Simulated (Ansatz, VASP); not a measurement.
**One calculation of SnTe, two programs**

INCAR

```
ALGO = Normal
EDIFF = 1E-6
ENCUT = 520
ISIF = 2
ISMEAR = -1
LASPH = True
LCHARG = False
LMIXTAU = True
LREAL = False
LWAVE = False
METAGGA = R2SCAN
NBANDS = 17
NELM = 100
PREC = Accurate
SIGMA = 0.05
```

The input KPOINTS:

```
k-points
0
Gamma
  7 7 7
```

Contents of POSCAR:

```
SnTe
1.0
    0.0000000000      3.1508500000      3.1508500000
    3.1508500000      0.0000000000      3.1508500000
    3.1508500000      3.1508500000      0.0000000000
Te Sn
1 1
Direct
    0.5000000000      0.5000000000      0.5000000000
    0.0000000000      0.0000000000      0.0000000000
```

File KPOINTS_OPT:

```
path GXWKGLUWLK,UX
10
line-mode
reciprocal
 0.0000000000  0.0000000000  0.0000000000  G
 0.5000000000  0.0000000000  0.5000000000  X

 0.5000000000  0.0000000000  0.5000000000  X
 0.5000000000  0.2500000000  0.7500000000  W

 0.5000000000  0.2500000000  0.7500000000  W
 0.3750000000  0.3750000000  0.7500000000  K

 0.3750000000  0.3750000000  0.7500000000  K
 0.0000000000  0.0000000000  0.0000000000  G

 0.0000000000  0.0000000000  0.0000000000  G
 0.5000000000  0.5000000000  0.5000000000  L

 0.5000000000  0.5000000000  0.5000000000  L
 0.6250000000  0.2500000000  0.6250000000  U

 0.6250000000  0.2500000000  0.6250000000  U
 0.5000000000  0.2500000000  0.7500000000  W

 0.5000000000  0.2500000000  0.7500000000  W
 0.5000000000  0.5000000000  0.5000000000  L

 0.5000000000  0.5000000000  0.5000000000  L
 0.3750000000  0.3750000000  0.7500000000  K

 0.6250000000  0.2500000000  0.6250000000  U
 0.5000000000  0.0000000000  0.5000000000  X
```

input.yaml

```yaml
crystal:
  lattice:
    - [0.0, 3.15085, 3.15085]
    - [3.15085, 0.0, 3.15085]
    - [3.15085, 3.15085, 0.0]
  atoms:
    - { symbol: Te, position: [0.5, 0.5, 0.5] }
    - { symbol: Sn, position: [0.0, 0.0, 0.0] }
hamiltonian:
  xc: r2scan
  pseudopotentials: { kind: paw }
kpoints:
  mp_grid: { grid: [7, 7, 7] }
  band_path:
    path:
      - [[0.0, 0.0, 0.0], [0.5, 0.0, 0.5], [0.5, 0.25, 0.75], [0.375, 0.375, 0.75], [0.0, 0.0, 0.0], [0.5, 0.5, 0.5], [0.625, 0.25, 0.625], [0.5, 0.25, 0.75], [0.5, 0.5, 0.5], [0.375, 0.375, 0.75]]
      - [[0.625, 0.25, 0.625], [0.5, 0.0, 0.5]]
    npoints: 14
scf:
  occupations: { method: fermi_dirac, width: 0.05 }
  n_extra_bands: 6
output:
  forces: true
  stress: true
  eigenvalues: true
  fatbands: true
  write_density: true
  write_potential: true
  elf: true
  volumetric_format: npy
```

Alike in both runs: task band structure; functional r2SCAN; k mesh 7 × 7 × 7; occupations fermi-dirac, width 0.05 eV; no spin polarisation.

```csv
,VASP,Ansatz
version,VASP 6.6.1,Ansatz 0.2.0
potentials or method,"VASP PAW PBE potentials, release 64 (Te, Sn_d)",Ansatz PAW
plane-wave cutoff (eV),520,500
valence electrons in the cell,20,30
```

VASP gave:

```
gap on the k mesh at the Fermi level (eV) : 0.61
least direct gap on the mesh (eV)         : 0.61
pressure (GPa)                            : 1.5
```

Problem. What did Ansatz give for the same quantities?

Solution. gap on the k mesh at the Fermi level (eV): 0.62; least direct gap on the mesh (eV): 0.62; pressure (GPa): 1.5.

The two sets of potentials don't hold the same shells in valence.

Caveats: spin-orbit coupling is left out, which moves the levels of the heavy elements; the PAW data sets were made with another functional, which shifts forces and pressure a little (VASP); the PAW data sets come from PBE, with cores solved anew for the run's functional, which leaves a small shift of forces and pressure (Ansatz).
